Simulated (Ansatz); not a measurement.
All numbers below come from DFT PBE, scalar-relativistic, plane waves, PAW in Ansatz 0.2.0. All cells share a 420 eV cutoff and Γ-centred k meshes spaced at most about 0.3 Å⁻¹ (about 0.25 or finer for metals, 2π included). No spin polarisation.

These are static total energies at zero pressure.

Compare these two cells of Ga4P, each relaxed at this level.

A.

```yaml
crystal:
  lattice:
    - [5.83692, 0.00000, 0.00000]
    - [0.00000, 5.83692, 0.00000]
    - [0.00000, 0.00000, 5.57644]
  atoms:
    - { symbol: Ga, position: [0.66641, 0.83359, 0.28294] }
    - { symbol: Ga, position: [0.83359, 0.33359, 0.28294] }
    - { symbol: Ga, position: [0.16641, 0.33359, 0.71706] }
    - { symbol: Ga, position: [0.83359, 0.66641, 0.71706] }
    - { symbol: Ga, position: [0.66641, 0.16641, 0.71706] }
    - { symbol: Ga, position: [0.33359, 0.83359, 0.71706] }
    - { symbol: Ga, position: [0.33359, 0.16641, 0.28294] }
    - { symbol: Ga, position: [0.16641, 0.66641, 0.28294] }
    - { symbol: P, position: [0.50000, 0.50000, 0.00000] }
    - { symbol: P, position: [0.00000, 0.00000, 0.00000] }
```

B.

```yaml
crystal:
  lattice:
    - [-2.97576, 2.97576, 2.97576]
    - [2.97576, -2.97576, 2.97576]
    - [2.97576, 2.97576, -2.97576]
  atoms:
    - { symbol: Ga, position: [0.00000, 0.00000, 0.50000] }
    - { symbol: Ga, position: [0.50000, 0.00000, 0.00000] }
    - { symbol: Ga, position: [0.50000, 0.50000, 0.50000] }
    - { symbol: Ga, position: [0.00000, 0.50000, 0.00000] }
    - { symbol: P, position: [0.00000, 0.00000, 0.00000] }
```

**Question.** Which form is favoured at zero pressure, and by what margin per atom?

**Answer.** A is lower, by 224 meV/atom. A has space group P4/nbm (No. 125), 19.0 Å³/atom and no gap on its mesh; B has space group Im-3m (No. 229), 21.1 Å³/atom and no gap. Counting Ga atoms around P (those within 1.25 times the shortest such distance or 1.15 times the sum of covalent radii, 1.27 where that leaves under three), A and B both have P 8. The denser one is the lower, and pressure would at first widen the difference. Even the lower one lies +0.03 eV/atom against the reference forms of the elements (uncorrected), so neither is stable at this level. Both come from invented guesses.

Cells relaxed within their symmetry can be saddle points.
